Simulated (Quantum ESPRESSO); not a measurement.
MgO2:

```
CELL_PARAMETERS angstrom
1.60476 0.92651 3.49398
-1.60476 0.92651 3.49398
0.00000 -1.85302 3.49398
ATOMIC_POSITIONS crystal
Mg 0.00000 0.00000 0.00000
O 0.57121 0.57121 0.57121
O 0.42879 0.42879 0.42879
```

The cell comes from a database or a generator and needn't be the stable form of this composition.

Base run:

```yaml
Program: Quantum ESPRESSO 7.5
Functional: LDA
Potentials_or_basis: GBRV 1.5 LDA
Cutoff: 612 eV
Density_cutoff: 4898 eV
k_mesh: 10 × 10 × 10
Occupations: fermi-dirac, width 0.05 eV
Spin: no spin polarisation
```

Its results: band gap on the k mesh 2.23 eV, direct; pressure -9.4 GPa; largest force 0.224 eV/Å.

The run is repeated on the same cell with these changes: functional from LDA to PBEsol; potentials or basis from GBRV 1.5 LDA to GBRV 1.5 PBEsol. What comes out?

Band gap on the k mesh 2.24 eV, direct; pressure -4.4 GPa; largest force 0.136 eV/Å.
